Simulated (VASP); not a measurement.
# CdS (Greenockite) (P6_3mc) in VASP: a series of runs, part 2 of 2

VASP 6.6.1.

### Step 4. Born charges and dielectric tensor, PBE

The input, INCAR:

```
SYSTEM = CdS
PREC = Accurate
ENCUT = 520
EDIFF = 1E-8
ISMEAR = -1
SIGMA = 0.05
LREAL = .FALSE.
LASPH = .TRUE.
NELM = 80
ALGO = Normal
ISIF = 2
LWAVE = .FALSE.
LCHARG = .FALSE.
GGA = PE
LEPSILON = .TRUE.
IBRION = 8
```

The input, KPOINTS:

```
Automatic mesh
0
G
  7 7 4
  0 0 0
```

The input, POSCAR:

```
CdS
1.0
    4.1500000000      0.0000000000      0.0000000000
   -2.0750000000      3.5940054257      0.0000000000
    0.0000000000      0.0000000000      6.7370000000
Cd S
2 2
Direct
    0.6666666667      0.3333333333      0.5000000000
    0.3333333333      0.6666666667      0.0000000000
    0.6666666667      0.3333333333      0.8750000000
    0.3333333333      0.6666666667      0.3750000000
```

Potentials or basis: VASP PAW PBE potentials, release 64 (Cd, S).

On the command line:

```bash
cat potpaw_PBE.64/Cd/POTCAR potpaw_PBE.64/S/POTCAR > POTCAR
mpirun -np 1 vasp_std > vasp.out
```

OUTCAR:

```text
SYSTEM = CdS
   PREC = Accurate
   ENCUT = 520
   EDIFF = 1E-8
   ISMEAR = -1
   LREAL = .FALSE.
   LASPH = .TRUE.
   NELM = 80
   ISIF = 2
   GGA = PE
   LEPSILON = .TRUE.
   IBRION = 8

 ion  position               nearest neighbor table
   1  0.667  0.333  0.500-   3 2.53   4 2.54   4 2.54   4 2.54
   2  0.333  0.667  0.000-   4 2.53   3 2.54   3 2.54   3 2.54
   3  0.667  0.333  0.875-   1 2.53   2 2.54   2 2.54   2 2.54
   4  0.333  0.667  0.375-   2 2.53   1 2.54   1 2.54   1 2.54

  LATTYP: Found a hexagonal cell.
 ALAT       =     4.1500000000
 C/A-ratio  =     1.6233734940

  Lattice vectors:

 A1 = (   4.1500000000,   0.0000000000,   0.0000000000)
 A2 = (  -2.0750000000,   3.5940054257,   0.0000000000)
 A3 = (   0.0000000000,   0.0000000000,   6.7370000000)

Analysis of symmetry for initial positions (statically):
=====================================================================
 Subroutine PRICEL returns:
 Original cell was already a primitive cell.

 Routine SETGRP: Setting up the symmetry group for a
 hexagonal supercell.

 Subroutine GETGRP returns: Found 12 space group operations
 (whereof  6 operations were pure point group operations)
 out of a pool of 24 trial point group operations.

The static configuration has the point symmetry C_3v.
 The point group associated with its full space group is C_6v.

Analysis of symmetry for dynamics (positions and initial velocities):
=====================================================================
 Subroutine PRICEL returns:
 Original cell was already a primitive cell.

 Routine SETGRP: Setting up the symmetry group for a
 hexagonal supercell.

 Subroutine GETGRP returns: Found 12 space group operations
 (whereof  6 operations were pure point group operations)
 out of a pool of 24 trial point group operations.

The dynamic configuration has the point symmetry C_3v.
 The point group associated with its full space group is C_6v.

 Subroutine INISYM returns: Found 12 space group operations
 (whereof  6 operations are pure point group operations),
 and found     1 'primitive' translations

----------------------------------------------------------------------------------------

                                     Primitive cell

  volume of cell :     100.4832

[... 832 lines left out ...]
    -0.00000  3.93457  0.00000
     0.00000 -0.00000 -8.41238

 MACROSCOPIC STATIC DIELECTRIC TENSOR (including local field effects in DFT)
 ------------------------------------------------------
           6.402580     0.000000     0.000000
           0.000000     6.402580     0.000000
           0.000000    -0.000000     6.449099
 ------------------------------------------------------

 PIEZOELECTRIC TENSOR (including local field effects)  for field in x, y, z        (e  Angst)
          XX          YY          ZZ          XY          YZ          ZX
  --------------------------------------------------------------------------------
  x     0.00000     0.00000     0.00000     0.00000     0.00000     2.18633
  y     0.00000     0.00000    -0.00000     0.00000     2.18632     0.00000
  z     2.14242     2.14242    -4.26435     0.00000     0.00000     0.00000

 PIEZOELECTRIC TENSOR (including local field effects)  for field in x, y, z        (C/m^2)
          XX          YY          ZZ          XY          YZ          ZX
  --------------------------------------------------------------------------------
  x     0.00000     0.00000     0.00000     0.00000     0.00000     0.34860
  y     0.00000     0.00000    -0.00000     0.00000     0.34860     0.00000
  z     0.34160     0.34160    -0.67994     0.00000     0.00000     0.00000

 BORN EFFECTIVE CHARGES (including local field effects) (in |e|, cummulative output)
 ---------------------------------------------------------------------------------
 ion    1
    1     2.16838     0.00000    -0.00000
    2     0.00000     2.16838     0.00000
    3     0.00000     0.00000     2.25071
 ion    2
    1     2.16838    -0.00000    -0.00000
    2     0.00000     2.16838     0.00000
    3     0.00000     0.00000     2.25071
 ion    3
    1    -2.16838     0.00000     0.00000
    2    -0.00000    -2.16838    -0.00000
    3     0.00000    -0.00000    -2.25071
 ion    4
    1    -2.16838     0.00000     0.00000
    2    -0.00000    -2.16838     0.00000
    3     0.00000     0.00000    -2.25071

 INTERNAL STRAIN TENSOR FOR ION    4 for displacements in x,y,z  (eV/Angst):
          X           Y           Z          XY          YZ          ZX
  --------------------------------------------------------------------------------
  x     0.00000    -0.00000     0.00000    -6.69194    -0.00000     4.20907
  y    -6.69194     6.69194    -0.00000     0.00000     3.72484     0.00000
  z     3.93457     3.93457    -8.41238     0.00000    -0.00000     0.00000

 SECOND DERIVATIVES (NOT SYMMETRIZED)
 ------------------------------------
               1X          1Y          1Z          2X          2Y          2Z          3X          3Y          3Z          4X          4Y          4Z
  1X    -4.917382    0.000000   -0.000000   -0.101181    0.000000    0.000000    0.008898    0.000000    0.000000    5.009665    0.000000   -0.000000
  1Y     0.000000   -4.917382    0.000000    0.000000   -0.101181    0.000000    0.000000    0.008898    0.000000    0.000000    5.009665    0.000000
  1Z     0.000000    0.000000   -6.864416    0.000000    0.000000    1.732386    0.000000    0.000000    4.084738    0.000000    0.000000    1.047292
  2X    -0.101181    0.000000    0.000000   -4.917382    0.000000    0.000000    5.009665    0.000000    0.000000    0.008898   -0.000000   -0.000000
  2Y     0.000000   -0.101181   -0.000000   -0.000000   -4.917382    0.000000   -0.000000    5.009665    0.000000    0.000000    0.008898   -0.000000
  2Z     0.000000    0.000000    1.732386   -0.000000    0.000000   -6.864416    0.000000   -0.000000    1.047292    0.000000    0.000000    4.084738
  3X     0.007088   -0.000000   -0.000000    5.008855    0.000000   -0.000000   -5.521097   -0.000000   -0.000000    0.505154    0.000000   -0.000000
  3Y     0.000000    0.007088    0.000000   -0.000000    5.008855    0.000000    0.000000   -5.521097    0.000000    0.000000    0.505154    0.000000
  3Z     0.000000    0.000000    4.092967    0.000000   -0.000000    1.063784    0.000000    0.000000   -7.829692    0.000000   -0.000000    2.672941
  4X     5.008855    0.000000    0.000000    0.007088   -0.000000    0.000000    0.505154    0.000000    0.000000   -5.521097   -0.000000    0.000000
  4Y    -0.000000    5.008855   -0.000000    0.000000    0.007088    0.000000    0.000000    0.505154   -0.000000   -0.000000   -5.521097    0.000000
  4Z     0.000000    0.000000    1.063784   -0.000000    0.000000    4.092967    0.000000    0.000000    2.672941   -0.000000   -0.000000   -7.829692

 Eigenvectors and eigenvalues of the dynamical matrix
 ----------------------------------------------------

   1 f  =    9.079676 THz    57.049284 2PiTHz  302.865375 cm-1    37.550504 meV
             X         Y         Z           dx          dy          dz
      2.075000  1.198002  3.368500     0.000000    0.000000    0.134463
     -0.000000  2.396004  0.000000    -0.000000   -0.000000   -0.134463
      2.075000  1.198002  5.894875     0.000000    0.000000   -0.694204
     -0.000000  2.396004  2.526375    -0.000000   -0.000000    0.694204
[... 71 lines left out ...]
  12 f/i=    0.007083 THz     0.044505 2PiTHz    0.236269 cm-1     0.029294 meV
             X         Y         Z           dx          dy          dz
      2.075000  1.198002  3.368500    -0.000000    0.000000   -0.624052
     -0.000000  2.396004  0.000000    -0.000000    0.000000   -0.624052
      2.075000  1.198002  5.894875    -0.000000    0.000000   -0.332504
     -0.000000  2.396004  2.526375    -0.000000    0.000000   -0.332504

--------------------------------------------------------------------------------------------------------

 MACROSCOPIC STATIC DIELECTRIC TENSOR IONIC CONTRIBUTION
 ------------------------------------------------------
           3.375268     0.000000    -0.000000
           0.000000     3.375268    -0.000000
          -0.000000    -0.000000     3.546563
 ------------------------------------------------------

 ELASTIC MODULI CONTR FROM IONIC RELAXATION (kBar)
 Direction    XX          YY          ZZ          XY          YZ          ZX
 --------------------------------------------------------------------------------
 XX        -333.3981    141.6235    205.0496      0.0000      0.0000      0.0000
 YY         141.6235   -333.3981    205.0496     -0.0000     -0.0000     -0.0000
 ZZ         205.0496    205.0496   -438.4871      0.0000     -0.0000     -0.0000
 XY           0.0000     -0.0000      0.0000   -237.5108      0.0000      0.0000
 YZ           0.0000     -0.0000     -0.0000      0.0000    -97.5438     -0.0000
 ZX           0.0000     -0.0000     -0.0000     -0.0000     -0.0000   -105.6714
 --------------------------------------------------------------------------------

 PIEZOELECTRIC TENSOR IONIC CONTR  for field in x, y, z        (C/m^2)
          XX          YY          ZZ          XY          YZ          ZX
  --------------------------------------------------------------------------------
  x     0.00000    -0.00000    -0.00000     0.00000    -0.00000    -0.56196
  y     0.00000    -0.00000    -0.00000     0.00000    -0.53992    -0.00000
  z    -0.54873    -0.54873     1.17342    -0.00000     0.00000     0.00000
```

OSZICAR:

```text
N       E                     dE             d eps       ncg     rms          rms(c)
DAV:   1     0.249941785961E+03    0.24994E+03   -0.17902E+04  1056   0.151E+03
DAV:   2     0.111296940363E+01   -0.24883E+03   -0.24323E+03  1176   0.360E+02
[... 13 lines left out ...]
RMM:   8    -0.122005038303E+00    0.38184E-07   -0.55814E-08  2072   0.514E-04    0.240E-04
RMM:   9    -0.122005819718E+00   -0.78142E-06    0.26364E-08  1995   0.281E-04    0.629E-05
RMM:  10    -0.122005444563E+00    0.37516E-06    0.24772E-08  2093   0.823E-05    0.176E-05
RMM:  11    -0.122005505732E+00   -0.61169E-07   -0.83382E-08  2046   0.327E-05    0.663E-06
RMM:  12    -0.122005531856E+00   -0.26124E-07   -0.33993E-08  1945   0.112E-05    0.281E-06
RMM:  13    -0.122005539164E+00   -0.73076E-08   -0.11038E-08  1754   0.658E-06    0.941E-07
 Linear response finished
```

Wall time 20 min (1 thread of Intel Xeon Platinum 8259CL at 2.50GHz (Skylake/Cascade Lake), shared host); peak memory 0.63 GiB.

What came out:

* Band gap on the k mesh: 1.20 eV, direct
* Electronic dielectric tensor (diagonal): 6.40, 6.40, 6.45
* Born charges (mean of the diagonal): Cd +2.20; S -2.20 e
* Highest phonon frequency at Γ, LO-TO splitting left out: 303 cm⁻¹

Phonon frequencies in cm⁻¹ (negative: imaginary):
| q point | frequencies |
| --- | --- |
| (0.000, 0.000, 0.000) | 0 0 0 37 37 135 234 234 237 248 248 303 |

Electronic dielectric tensor:
```
6.40 0.00 0.00
0.00 6.40 0.00
0.00 0.00 6.45
```

Born effective charge tensors (e):
atom 1, Cd
```
2.17 0.00 0.00
0.00 2.17 0.00
0.00 0.00 2.25
```
atom 2, Cd
```
2.17 0.00 0.00
0.00 2.17 0.00
0.00 0.00 2.25
```
atom 3, S
```
-2.17  0.00  0.00
 0.00 -2.17  0.00
 0.00  0.00 -2.25
```
atom 4, S
```
-2.17  0.00  0.00
 0.00 -2.17  0.00
 0.00  0.00 -2.25
```

### Step 5. Against experiment

Step 4. A measured gap of CdS is 2.5809 eV (quoted in “Isotope dependence of band-gap energy”, 2008, arxiv:0807.2152); the calculated 1.20 eV misses it by -1.38 eV. So large a miss can be the level of theory's own, or it may mean another phase, state or a wrong row. Spin-orbit coupling on Cd is left out. The value is that of PBE, without temperature or zero-point motion. Semilocal functionals fall short of measured gaps as a rule.
